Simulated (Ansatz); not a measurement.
# BeS (F-43m) in Ansatz: settings compared

One crystal, BeS, is run at these levels: PBE, HSE06, PBE0; tasks: single point.

Program: Ansatz 0.2.0. These are calculated values, not measurements. Logs are shortened: lines on timing, memory, paths and dates and some standing lists are left out, and cuts for length are marked.

## Step 1: Starting point

The structure is cubic, space group F-43m (No. 216). The conventional cell has a = 4.850 Å, b = 4.850 Å, c = 4.850 Å, α = 90.00°, β = 90.00°, γ = 90.00°. S (site symmetry -43m) has 4 Be at 2.10 Å as nearest neighbours. Be (site symmetry -43m) has 4 S at 2.10 Å as nearest neighbours.

## Step 2: Single point, PBE

input.yaml

```yaml
crystal:
  lattice:
    - [0.0, 2.425, 2.425]
    - [2.425, 0.0, 2.425]
    - [2.425, 2.425, 0.0]
  atoms:
    - { symbol: S, position: [0.75, 0.75, 0.75] }
    - { symbol: Be, position: [0.0, 0.0, 0.0] }
kpoints:
  mp_grid: { grid: [6, 6, 6] }
scf:
  occupations: { method: fermi_dirac, width: 0.05 }
hamiltonian:
  xc: pbe
  pseudopotentials: { kind: all_electron, datasets: crystal }
output:
  forces: true
  stress: true
  eigenvalues: true
  elf: true
  volumetric_format: npy
```

Potentials or basis: all-electron PAW datasets made for the crystal.

The run is started by

```sh
> ansatz run input.yaml --threads 1 --pin off --max-ram 3072MiB --backend cpu --events-out ev --progress --plain --runs-dir out
```

What it wrote:

```text
Warning: RAYON_NUM_THREADS=1 ignored (pool sized by the plan → 1); use --threads N
hamiltonian.pseudopotentials.datasets: crystal makes datasets for this crystal and solves the spheres of its atoms anew in each pass: cutoff 280.0 eV, the density's 1120.0 eV; for an error of 0.50 meV an atom under PBE, 1.0 meV for the cell; an energy difference from a run of another recipe may be off by several times the error for the cell, under r2SCAN by more, where some 0.1 meV an atom stays at smaller errors; Be in spheres of 0.926 Å, 2 of its electrons in bands, 2 on its site; S in spheres of 1.164 Å, 6 of its electrons in bands; only band paths and densities of states list, in semicore columns, the levels of the semicore shells that are solved separately: 1s of Be
Engine: ansatz 0.2.0, x86_64-unknown-linux-gnu
Pseudopotentials: kind: all_electron
Pseudopotential: S, paw, valence charge 6, recommended cutoff 280 eV (normal), crystal/all_electron/pbe/scalar/gaussian/S, Koelling and Harmon's equation, gaussian nucleus
Pseudopotential: Be, paw, valence charge 4, recommended cutoff 280 eV (normal), crystal/all_electron/pbe/scalar/gaussian/Be, Koelling and Harmon's equation, gaussian nucleus
Functional definition: PBE
  parameter kappa = 0.804
  parameter beta = 0.06672455060314922
  exchange = pbe_x(kappa = kappa, mu = beta*pi^2/3)
  correlation = pbe_c(beta = beta)
Crystal: 2 atoms, lattice volume = 28.521 Å³
Basis set: ecut = 280 eV, 307 PW (Γ), exchange–correlation on 40×40×40 points (8 copies of the dense FFT grid, shifted against one another)
Bands: 8, of which v1, the nominal top of the filled ones, is band 4 counted from 1 (3 counted from 0)
Symmetry: 24 space group operations
Space group: F-43m (ITA 216), of the structure as read, at distance tolerance 3.1e-5 Å
k-points: 16 of 216 (time reversal used)
Non-local potential: S, projectors of the file, l = 0: 1, l = 1: 1, l = 2: 2
Non-local potential: Be, projectors of the file, l = 0: 1, l = 1: 1
PAW form: soft (Blöchl's): semilocal exchange-correlation on the pseudo side does not see the compensation charge
PAW one-centre angular grid: S, 110 points (default); XC on its mesh's 1933 points in the sphere
PAW one-centre angular grid: Be, 110 points (default); XC on its mesh's 1969 points in the sphere
Initial density: superposition of atomic densities (neutral atoms: chi_scale 0, normalization atom)
Initial wavefunctions: pseudopotential atomic-orbital guess
Functional: x = pbe(κ = 0.804, μ = 0.2195149727645171), c = pbe(β = 0.06672455060314922)
iter 1 solved again at ethr=7.58e-3 eV; its pass at ethr=1.00e-1 eV (dr2=6.06e-1 eV) is discarded
SCF iter   1: F=—  HF=-11266.803753 eV  |F-HF|=—  |Δ(HF+E_count)|=         —  Δρ=4.67e-2  dr2=6.16e-1  ethr=7.58e-3  ⟨swp⟩=2.1  Hψ=820  notcnv=0
preconditioner: auto → none  [insulator: Δε(μ)=3.414 eV  Ē_g=12.885 eV  σ=0.050 eV  W_gap=1.00  n_scr=0 (ndim 8)  ℏωp=19.7 eV  f_vac=0.000  D(μ)=0.00/eV (n_scr^D=0)  ε∞_Penn≈3.3]
SCF iter   2: F=—  HF=-11266.710815 eV  |F-HF|=—  |Δ(HF+E_count)|=   9.29e-2  Δρ=2.01e-2  dr2=8.88e-2  ethr=7.58e-3  ⟨swp⟩=2.1  Hψ=257  notcnv=0
iter 3 solved again at ethr=6.67e-5 eV; its pass at ethr=1.11e-3 eV (dr2=5.34e-3 eV) is discarded
SCF iter   3: F=—  HF=-11266.722149 eV  |F-HF|=—  |Δ(HF+E_count)|=   1.13e-2  Δρ=3.58e-3  dr2=5.20e-3  ethr=6.67e-5  ⟨swp⟩=2.0  Hψ=616  notcnv=0
SCF iter   4: F=—  HF=-11266.722024 eV  |F-HF|=—  |Δ(HF+E_count)|=   1.25e-4  Δρ=9.48e-4  dr2=2.12e-4  ethr=6.50e-5  ⟨swp⟩=3.0  Hψ=300  notcnv=0
SCF iter   5: F=—  HF=-11266.722037 eV  |F-HF|=—  |Δ(HF+E_count)|=   1.28e-5  Δρ=2.78e-4  dr2=1.44e-5  ethr=2.65e-6  ⟨swp⟩=2.6  Hψ=295  notcnv=0
SCF iter   6: F=—  HF=-11266.722067 eV  |F-HF|=—  |Δ(HF+E_count)|=   3.02e-5  Δρ=4.76e-5  dr2=4.38e-7  ethr=1.80e-7  ⟨swp⟩=3.0  Hψ=214  notcnv=0
SCF iter   7: F=-11266.722069 eV  HF=-11266.722069 eV  |F-HF|=2.12e-8  |Δ(HF+E_count)|=   2.04e-6  Δρ=1.07e-5  dr2=9.75e-9  ethr=5.47e-9  ⟨swp⟩=3.0  Hψ=244  notcnv=0
SCF 1 converged in 7 iterations: F = -11266.722066 eV  dr2 = 9.75e-9
  Residual-converged pass: ⟨swp⟩=3.4  Hψ=260  notcnv=0  max |occ|·‖R‖ = 5.1e-6 eV (tolerance 5.3e-6 eV)  dr2=9.76e-9  dr2_onsite=1.82e-8  max |Δocc| = 1.0e-17
SCF converged after 7 iterations
Free energy (F): -11266.722066 eV
Harris-Foulkes:  -11266.722066 eV  (|F-HF|=2.12e-8)
Internal energy: -11266.722066 eV  (E = F + TS)
E sigma→0 (E₀):  -11266.722066 eV
Past the cutoff: the bands carry plane waves up to 1.75 times it, of which those up to 1.5 times it add -0.000078 eV an atom, each by itself; the spheres take 0.000048 eV an atom off the energy for waves past 1.75 times it
By the cutoff:   a pressure is off by up to 0.005 GPa (1.2 times the spheres' own share and the shells' term, over an atom's volume, and 0.004 GPa: a bound that held against runs at twice the plane waves)
Past the cutoffs: a stress includes 0.0021 GPa for waves and charges beyond them, in addition to the slope of what the spheres take
In the spheres:  the bands' charges fall short by 3.7e-7 e at most (sound up to 1e-3), those of shells solved beside the bands by 9.4e-9 e (sound up to 5e-4)
Fermi energy:    7.627772 eV
--- Per-component energies (eV) ---
  E_band       = 7.358537
  E_kinetic    = 127.824373
  E_local      = -175.195237  (includes V_loc(G=0)·N_el)
  E_nonlocal   = -7.170229
  E_hartree    = 75.774508
  E_xc         = -87.170936
  E_vxc        = -113.250683  (∫ρ·V_xc dr)
  E_paw        = -11621.902250  (= ΣΔE_a)
  E_vpaw       = -808.582580  (= ΣTr[D̂ρ^β])
  E_ewald      = -411.066463
  E_smearing   = -0.000000  (= −TS)
  E_closure    = 832.184170  (closes the sum)
  Σ components = -11266.722066   (vs F -11266.722066, Δ=0.00e0)
  The terms above E_closure are by the made datasets' own strengths, without shells solved beside the bands.
--- Forces (eV/Å), atoms counted from 1 ---
  atom   1  S      0.00000000     0.00000000    -0.00000000
  atom   2  Be    -0.00000000     0.00000000     0.00000000
  max |Σ_I F_I| component: 1.76e-16 eV/Å
--- Stress (GPa, compression-positive) ---
        1.558011       0.000000      -0.000000
       -0.000000       1.558011       0.000000
       -0.000000       0.000000       1.558011
  P = ⅓ Tr σ = 1.5580 GPa (15.580 kbar)
  It holds what live shells' own plane waves past their cutoff add
--- Band table (eV; the first three rows and the last of 16) ---
  k-point 0: bands = ["-7.6176", "6.0727", "6.0727", "6.0727", "11.7247", "11.7247"]
  k-point 1: bands = ["-7.3072", "4.1841", "5.7466", "5.7466", "11.6528", "12.2881"]
  k-point 2: bands = ["-6.5327", "1.5138", "5.2435", "5.2435", "11.5796", "12.7104"]
  k-point 15: bands = ["-5.4252", "1.4748", "2.6559", "2.8825", "11.2157", "12.7171"]
```

It took 1.7 s on 1 thread of AMD EPYC 9B45 (Zen 5), shared host; peak memory 0.39 GiB.

Results:

* Free energy: -11266.7221 eV
* Pressure: 1.6 GPa
* Band gap on the k mesh: 3.11 eV, indirect (least direct gap 5.65 eV)

A k mesh can miss the band edges.

## Step 3: Single point, HSE06

input.yaml, as its differences from that of step 2:

```diff
@@ -13,3 +13,3 @@
 hamiltonian:
-  xc: pbe
+  xc: hse06
   pseudopotentials: { kind: all_electron, datasets: crystal }
@@ -18,4 +18 @@
   stress: true
-  eigenvalues: true
-  elf: true
-  volumetric_format: npy
```

Potentials or basis: all-electron PAW datasets made for the crystal.

The run is started by

```sh
> ansatz run input.yaml --threads 1 --pin off --max-ram 3072MiB --backend cpu --events-out ev --progress --plain --runs-dir out
```

Run time: 13 s. Hardware: 1 thread of AMD EPYC 9B45 (Zen 5), shared host; peak memory 0.59 GiB.

The run converged. Its results:

| Quantity | Value |
| --- | --- |
| Free energy | -11267.5009 eV |
| Pressure | 0.2 GPa |
| Band gap on the k mesh | 4.06 eV, indirect (least direct gap 6.87 eV) |

Levels at points of the mesh, in eV from the valence-band top:
| k point | band 1 | band 2 | band 3 | band 4 | band 5 | band 6 |
| --- | --- | --- | --- | --- | --- | --- |
| (0.00, 0.00, 0.00) | -15.08 | 0.00 | 0.00 | 0.00 | 6.87 | 6.87 |
| (0.00, 0.00, -0.50) | -13.30 | -6.36 | -1.12 | -1.12 | 6.61 | 7.77 |
| (0.00, -0.50, -0.50) | -12.70 | -5.54 | -2.88 | -2.88 | 4.06 | 5.97 |

## Step 4: Single point, PBE0

input.yaml, as its differences from that of step 3:

```diff
@@ -13,3 +13,3 @@
 hamiltonian:
-  xc: hse06
+  xc: pbe0
   pseudopotentials: { kind: all_electron, datasets: crystal }
```

Potentials or basis: all-electron PAW datasets made for the crystal.

The run is started by

```sh
> ansatz run input.yaml --threads 1 --pin off --max-ram 3072MiB --backend cpu --events-out ev --progress --plain --runs-dir out
```

What it wrote:

```text
Warning: RAYON_NUM_THREADS=1 ignored (pool sized by the plan → 1); use --threads N
hamiltonian.pseudopotentials.datasets: crystal makes datasets for this crystal and solves the spheres of its atoms anew in each pass: cutoff 310.0 eV, the density's 1240.0 eV;, for an error of 0.50 meV an atom under PBE, 1.0 meV for the cell; an energy difference from a run of another recipe may be off by several times the error for the cell, under r2SCAN by more, where some 0.1 meV an atom stays at smaller errors; Be in spheres of 0.926 Å, 2 of its electrons in bands; S in spheres of 1.164 Å, 6 of its electrons in bands
[... 2 set-up lines as earlier in the session ...]
Pseudopotential: S, paw, valence charge 6, recommended cutoff 310 eV (normal), crystal/all_electron/pbe/scalar/gaussian/S, Koelling and Harmon's equation, gaussian nucleus
Pseudopotential: Be, paw, valence charge 2, recommended cutoff 310 eV (normal), crystal/all_electron/pbe/scalar/gaussian/Be, Koelling and Harmon's equation, gaussian nucleus
Functional definition: PBE0
  parameter a = 0.25
[... 2 set-up lines as earlier in the session ...]
  exchange = (1 - a)*pbe_x(kappa = kappa, mu = beta*pi^2/3) + a*exact_x
[... 1 set-up line as earlier in the session ...]
Crystal: 2 atoms, lattice volume = 28.521 Å³
Basis set: ecut = 310 eV, 339 PW (Γ), exchange–correlation on 40×40×40 points (8 copies of the dense FFT grid, shifted against one another)
Bands: 8, of which v1, the nominal top of the filled ones, is band 4 counted from 1 (3 counted from 0)
[... 2 set-up lines as earlier in the session ...]
k-points: 16 of 216 (time reversal used)
[... 7 set-up lines as earlier in the session ...]
Functional: x = 0.75 pbe(κ = 0.804, μ = 0.2195149727645171) + 0.25 exact, c = pbe(β = 0.06672455060314922)
iter 1 solved again at ethr=7.54e-3 eV; its pass at ethr=1.00e-1 eV (dr2=6.03e-1 eV) is discarded
SCF iter   1: F=—  HF=-11266.813739 eV  |F-HF|=—  |Δ(HF+E_count)|=         —  Δρ=4.67e-2  dr2=6.13e-1  ethr=7.54e-3  ⟨swp⟩=2.1  Hψ=819  notcnv=0
preconditioner: auto → none  [insulator: Δε(μ)=3.414 eV  Ē_g=12.884 eV  σ=0.050 eV  W_gap=1.00  n_scr=0 (ndim 8)  ℏωp=19.7 eV  f_vac=0.002  D(μ)=0.00/eV (n_scr^D=0)]
SCF iter   2: F=—  HF=-11266.712787 eV  |F-HF|=—  |Δ(HF+E_count)|=   1.01e-1  Δρ=2.01e-2  dr2=8.80e-2  ethr=7.54e-3  ⟨swp⟩=2.1  Hψ=258  notcnv=0
iter 3 solved again at ethr=6.37e-5 eV; its pass at ethr=1.10e-3 eV (dr2=5.10e-3 eV) is discarded
SCF iter   3: F=—  HF=-11266.722157 eV  |F-HF|=—  |Δ(HF+E_count)|=   9.37e-3  Δρ=3.51e-3  dr2=4.96e-3  ethr=6.37e-5  ⟨swp⟩=2.0  Hψ=617  notcnv=0
SCF iter   4: F=—  HF=-11267.740871 eV  |F-HF|=—  |Δ(HF+E_count)|=         —  Δρ=3.80e-3  dr2=2.80e-3  ethr=6.20e-5  ⟨swp⟩=4.9  Hψ=558  notcnv=0  defer=2
SCF iter   5: F=—  HF=-11267.741138 eV  |F-HF|=—  |Δ(HF+E_count)|=   2.68e-4  Δρ=1.35e-3  dr2=2.80e-4  ethr=3.50e-5  ⟨swp⟩=3.2  Hψ=306  notcnv=0  defer=1
SCF iter   6: F=—  HF=-11267.740922 eV  |F-HF|=—  |Δ(HF+E_count)|=   2.16e-4  Δρ=3.96e-4  dr2=3.87e-5  ethr=3.50e-6  ⟨swp⟩=2.6  Hψ=360  notcnv=0  defer=1
SCF iter   7: F=—  HF=-11267.740914 eV  |F-HF|=—  |Δ(HF+E_count)|=   8.43e-6  Δρ=7.54e-5  dr2=9.35e-7  ethr=4.83e-7  ⟨swp⟩=3.1  Hψ=345  notcnv=0
SCF iter   8: F=—  HF=-11267.740926 eV  |F-HF|=—  |Δ(HF+E_count)|=   1.29e-5  Δρ=2.46e-5  dr2=3.53e-8  ethr=1.17e-8  ⟨swp⟩=3.1  Hψ=270  notcnv=0
SCF iter   9: F=-11267.740928 eV  HF=-11267.740928 eV  |F-HF|=2.55e-9  |Δ(HF+E_count)|=   1.71e-6  Δρ=5.71e-6  dr2=3.47e-9  ethr=4.41e-10  ⟨swp⟩=3.1  Hψ=243  notcnv=0
SCF 1 converged in 9 iterations: F = -11267.740925 eV  dr2 = 3.47e-9
  Residual-converged pass: ⟨swp⟩=3.0  Hψ=240  notcnv=0  max |occ|·‖R‖ = 4.7e-6 eV (tolerance 5.3e-6 eV)  dr2=4.61e-9  dr2_onsite=2.41e-8  max |Δocc| = 0.0e0
hybrid outer 1: dexx = +5.955e-11 eV
hybrid SCF converged: 1 outer / 9 inner (+0 warm-up), last move |dexx| = 5.96e-11 eV
Stability not checked: this state was not tested for a lower state beside it, because the functional holds exact exchange (a hybrid, or Hartree-Fock), whose exchange loop this test does not read (fock_operator; see scf.lower_state_search)
Free energy (F): -11267.740925 eV
Harris-Foulkes:  -11267.740925 eV  (|F-HF|=2.55e-9)
Internal energy: -11267.740925 eV  (E = F + TS)
E sigma→0 (E₀):  -11267.740925 eV
Past the cutoff: the bands carry plane waves up to 1.75 times it, of which those up to 1.5 times it add -0.000080 eV an atom, each by itself; the spheres take 0.000043 eV an atom off the energy for waves past 1.75 times it
Past the cutoffs: a stress includes 0.0004 GPa for waves and charges beyond them, in addition to the slope of what the spheres take
In the spheres:  the bands' charges fall short by 1.6e-6 e at most (sound up to 1e-3)
Fermi energy:    7.437298 eV
--- Per-component energies (eV) ---
  E_band       = -5.132671
  E_kinetic    = 127.242185
  E_local      = -75.474744  (includes V_loc(G=0)·N_el)
  E_nonlocal   = -7.123286
  E_hartree    = 36.134636
  E_xc         = -67.333870
  E_vxc        = -86.613233  (∫ρ·V_xc dr)
  E_exx        = -17.561607  (= α·E_x^exact, valence–valence)
  E_paw        = -11231.600019  (= ΣΔE_a)
  E_vpaw       = -269.105408  (= ΣTr[D̂ρ^β])
  E_ewald      = -300.820390
  E_smearing   = -0.000000  (= −TS)
  E_closure    = 268.796170  (closes the sum)
  Σ components = -11267.740925   (vs F -11267.740925, Δ=0.00e0)
  The terms above E_closure are by the made datasets' own strengths, without shells solved beside the bands.
--- Forces (eV/Å), atoms counted from 1 ---
  atom   1  S      0.00000000     0.00000000    -0.00000000
  atom   2  Be    -0.00000000     0.00000000    -0.00000000
  max |Σ_I F_I| component: 1.97e-16 eV/Å
--- Stress (GPa, compression-positive) ---
        0.167604      -0.000000      -0.000000
       -0.000000       0.167604       0.000000
       -0.000000       0.000000       0.167604
  P = ⅓ Tr σ = 0.1676 GPa (1.676 kbar)
--- Band table (eV; the first three rows and the last of 16) ---
  k-point 0: bands = ["-10.0951", "5.0516", "5.0516", "5.0516", "12.6611", "12.6611"]
  k-point 1: bands = ["-9.7524", "2.9899", "4.7004", "4.7004", "12.5316", "13.2679"]
  k-point 2: bands = ["-8.8951", "0.0054", "4.1444", "4.1444", "12.4414", "13.6949"]
  k-point 15: bands = ["-7.6637", "-0.0746", "1.2861", "1.5723", "11.9806", "13.6282"]
```

Run time: 13 s. Hardware: 1 thread of AMD EPYC 9B45 (Zen 5), shared host; peak memory 0.59 GiB.

Results:

```
Free energy            : -11267.7409 eV
Pressure               : 0.2 GPa
Band gap on the k mesh : 4.77 eV, indirect (least direct gap 7.61 eV)
```

Levels at points of the mesh, in eV from the valence-band top:
```csv
k point,band 2,band 3,band 4,band 5,band 6
"(0.00, 0.00, 0.00)",0.00,0.00,0.00,7.61,7.61
"(0.00, 0.00, -0.50)",-6.42,-1.14,-1.14,7.34,8.52
"(0.00, -0.50, -0.50)",-5.60,-2.90,-2.90,4.77,6.70
```

## Step 5: Overview

| level | cutoff (eV) | gap on the mesh (eV) | pressure (GPa) |
| --- | --- | --- | --- |
| PBE | 280 | 3.11 | 1.6 |
| HSE06 | 310 | 4.06 | 0.2 |
| PBE0 | 310 | 4.77 | 0.2 |

Alike in all rows: task single point; potentials or basis all-electron PAW datasets made for the crystal; no spin polarisation; cell as given; k mesh 6 × 6 × 6; smearing fermi-dirac 0.05 eV.

On the cell as given the gap runs from 3.11 eV (PBE) to 4.77 eV (PBE0). The pressure there spans 0.2 GPa (PBE0) to 1.6 GPa (PBE); a positive pressure means that this level wants a larger cell, a negative one a smaller.

Compare energies only between runs with the same functional and basis.
